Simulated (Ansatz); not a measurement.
A run of Ansatz 0.2.0 is set up as follows.

input.yaml

```yaml
crystal:
  lattice:
    - [4.25517, 0.0, 0.0]
    - [0.0, 4.25517, 0.0]
    - [0.0, 0.0, 1.28229]
  atoms:
    - { symbol: C, position: [0.5, 0.5, 0.5] }
hamiltonian:
  xc: revpbe
  pseudopotentials: { kind: paw }
kpoints:
  mp_grid: { grid: [4, 4, 11] }
  band_path:
    path:
      - [[0.0, 0.0, 0.0], [0.0, 0.5, 0.0], [0.5, 0.5, 0.0], [0.0, 0.0, 0.0], [0.0, 0.0, 0.5], [0.0, 0.5, 0.5], [0.5, 0.5, 0.5], [0.0, 0.0, 0.5]]
      - [[0.0, 0.5, 0.0], [0.0, 0.5, 0.5]]
      - [[0.5, 0.5, 0.0], [0.5, 0.5, 0.5]]
    npoints: 14
scf:
  occupations: { method: fermi_dirac, width: 0.05 }
  n_extra_bands: 6
output:
  forces: true
  stress: true
  eigenvalues: true
  fatbands: true
  write_density: true
  write_potential: true
  elf: true
  volumetric_format: npy
```

Potentials or basis: Ansatz PAW.

Run with:

```sh
$ ansatz run input.yaml --threads 2 --pin off --max-ram 5632MiB --backend cpu --events-out ev --progress --plain --runs-dir out
```

Problem. What does it give for the band gap on the k mesh?

Solution. None (metal or under the smearing width).

Problem. What does it give for the pressure?

Solution. 1.5 GPa.

Stress tensor (GPa, compression positive):
```
-0.21  0.00  0.00
 0.00 -0.21  0.00
 0.00  0.00  4.94
```

Caveat: the k mesh is coarse (spacing up to 0.45 Å⁻¹), so the values aren't converged; the PAW data sets come from PBE, with cores solved anew for the run's functional, which leaves a small shift of forces and pressure.
